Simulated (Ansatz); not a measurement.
## BN under changes of volume

One of the cells (5.969 Å³/atom); the others are scaled copies at fixed shape and fractional positions:

```
N B
1.0
     2.55394    0.00000    0.00000
    -1.27697    2.21178    0.00000
     0.00000    0.00000    4.22685
N B
2 2
Direct
  0.33333 0.66667 0.12528
  0.66667 0.33333 0.62528
  0.33333 0.66667 0.49972
  0.66667 0.33333 0.99972
```

Measurements of this composition are mostly on another form, of space group No. 194.

```yaml
Program: Ansatz 0.2.0
Functional: PBE
Potentials_or_basis: all-electron LAPW, scalar-relativistic
Cutoff: 448 eV (chosen from the basis error)
Basis_error_allowed: 0.001 eV/atom
k_mesh: 12 × 12 × 6
Occupations: fermi-dirac, width 0.05 eV
Spin: no spin polarisation
```

```tsv
volume (Å³/atom)	energy over the lowest point (meV/atom)	pressure (GPa)	gap on the mesh (eV)	largest force (eV/Å)
5.611	27.36	25.7	5.10	0.033
5.730	11.75	16.3	5.14	0.015
5.850	?	?	?	?
5.969	0.00	0.0	5.20	0.017
6.088	2.72	-7.1	5.23	0.031
6.208	10.50	-13.6	5.26	0.045
6.327	22.87	-19.5	5.28	0.058
```

Question: What does the run at 5.850 Å³/atom give?

Answer: Energy over the lowest point 2.83 meV/atom; pressure 7.8 GPa; gap on the mesh 5.17 eV; largest force 0.001 eV/Å.

Worked out: A Birch-Murnaghan fit of order 3 (a polynomial in V^(-2/3)) to the other rows has its minimum at 5.97 Å³/atom with B0 = V·E''(V) = 372 GPa and B' = 3.7 at fixed shape and positions, which overstates the stiffness. It gives 2.79 meV/atom at 5.850 Å³/atom, against the run's 2.83, and -dE/dV = 7.7 GPa, against 7.8. A straight line through the other rows of the gap, of slope 1.5 eV per unit of ln V, gives 5.17 eV, against the run's 5.17.

Energies are extrapolated to zero smearing.

A mesh can miss the band edges.
